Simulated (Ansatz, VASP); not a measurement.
**One calculation of TiO2, two programs**

Contents of POSCAR:

```
TiO2
1.0
    0.0000000000      2.3968272558      2.3968272558
    2.3968272558      0.0000000000      2.3968272558
    2.3968272558      2.3968272558      0.0000000000
Ti O
1 2
Direct
    0.0000000000      0.0000000000      0.0000000000
    0.2500000000      0.2500000000      0.2500000000
    0.7500000000      0.7500000000      0.7500000000
```

INCAR.step1

```
SYSTEM = TiO2
ALGO = Normal
EDIFF = 1E-4
ENCUT = 520
GGA = PE
ISMEAR = 0
LASPH = .TRUE.
LCHARG = .FALSE.
LREAL = .FALSE.
LWAVE = .TRUE.
NBANDS = 19
NELM = 100
PREC = Accurate
SIGMA = 0.01
```

File INCAR.step2:

```
SYSTEM = TiO2
ALGO = Normal
EDIFF = 1E-6
ENCUT = 520
ISIF = 2
ISMEAR = 0
ISTART = 1
LASPH = .TRUE.
LCHARG = .FALSE.
LMIXTAU = .TRUE.
LREAL = .FALSE.
LWAVE = .FALSE.
METAGGA = R2SCAN
NBANDS = 19
NELM = 100
PREC = Accurate
SIGMA = 0.01
```

KPOINTS

```
k-points
0
G
  8 8 8
  0 0 0
```

Input for Ansatz:

```yaml
crystal:
  lattice:
    - [0.0, 2.3968272558, 2.3968272558]
    - [2.3968272558, 0.0, 2.3968272558]
    - [2.3968272558, 2.3968272558, 0.0]
  atoms:
    - { symbol: Ti, position: [0.0, 0.0, 0.0] }
    - { symbol: O, position: [0.25, 0.25, 0.25] }
    - { symbol: O, position: [0.75, 0.75, 0.75] }
kpoints:
  mp_grid: { grid: [8, 8, 8] }
hamiltonian:
  xc: r2scan
scf:
  occupations: { method: fixed }
  n_extra_bands: 4
output:
  forces: true
  stress: true
  eigenvalues: true
```

Alike in both runs: task single point; functional r2SCAN; k mesh 8 × 8 × 8; no spin polarisation.

|  | VASP | Ansatz |
| --- | --- | --- |
| version | VASP 6.6.1 | Ansatz 0.2.0 |
| potentials or method | VASP PAW PBE potentials, release 64 (Ti_sv, O) | plane waves, PAW |
| plane-wave cutoff (eV) | 520 | 500 |
| occupations | gaussian, width 0.01 eV | fixed |
| valence electrons in the cell | 24 | 24 |

|  | VASP | Ansatz | Ansatz less VASP |
| --- | --- | --- | --- |
| gap on the k mesh at the Fermi level (eV) | 1.55 | 1.51 | -0.037 |
| pressure (GPa) | 1.6 | 0.0 | -1.54 |

Caveats: the PAW data sets were made with another functional, which shifts forces and pressure a little (VASP). A k mesh can miss the band edges.
